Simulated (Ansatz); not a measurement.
Al:

```
CELL_PARAMETERS angstrom
0.00000 2.02481 2.02481
2.02481 0.00000 2.02481
2.02481 2.02481 0.00000
ATOMIC_POSITIONS crystal
Al 0.00000 0.00000 0.00000
```

```yaml
Program: Ansatz 0.2.0
Task: relaxation of cell and atoms
Functional: BLYP
Dispersion: D4
Potentials_or_basis: Ansatz PAW
Cutoff: "420 eV (not typed: the program's choice for these potentials)"
k_mesh: 11 × 11 × 11
Occupations: fermi-dirac, width 0.05 eV
Spin: no spin polarisation
```

At the start: volume 16.60 Å³/atom.

**Question.** How do energy, volume and symmetry change on relaxing?

**Answer.** It ends after 4 steps and the volume is 15.85 Å³/atom (-4.5 %); space group Fm-3m (No. 225, to 0.05 Å).

Step by step:
| step | energy change (eV) | largest force (eV/Å) | volume (Å³) |
| --- | --- | --- | --- |
| 1 | 0.0000 | 0.0000 | 16.60 |
| 2 | -0.0083 | 0.0000 | 15.82 |
| 3 | -0.0083 | 0.0000 | 15.85 |
| 4 | -0.0080 | 0.0000 | 15.85 |

Final structure:
```yaml
crystal:
  lattice:
    - [0.00000, 1.99386, 1.99386]
    - [1.99386, 0.00000, 1.99386]
    - [1.99386, 1.99386, 0.00000]
  atoms:
    - { symbol: Al, position: [0.00000, 0.00000, 0.00000] }
```

The cell as given is a measured one (16.60 Å³/atom); BLYP+D4 puts the equilibrium volume -4.5 % from it, thermal expansion not counted.

Caveat: the plane-wave basis is chosen anew once the cell has moved, so the energies of steps on either side of that aren't comparable; pairwise dispersion overbinds metals, which lowers pressure and volume; the PAW data sets come from PBE, with cores solved anew for the run's functional, which leaves a small shift of forces and pressure.
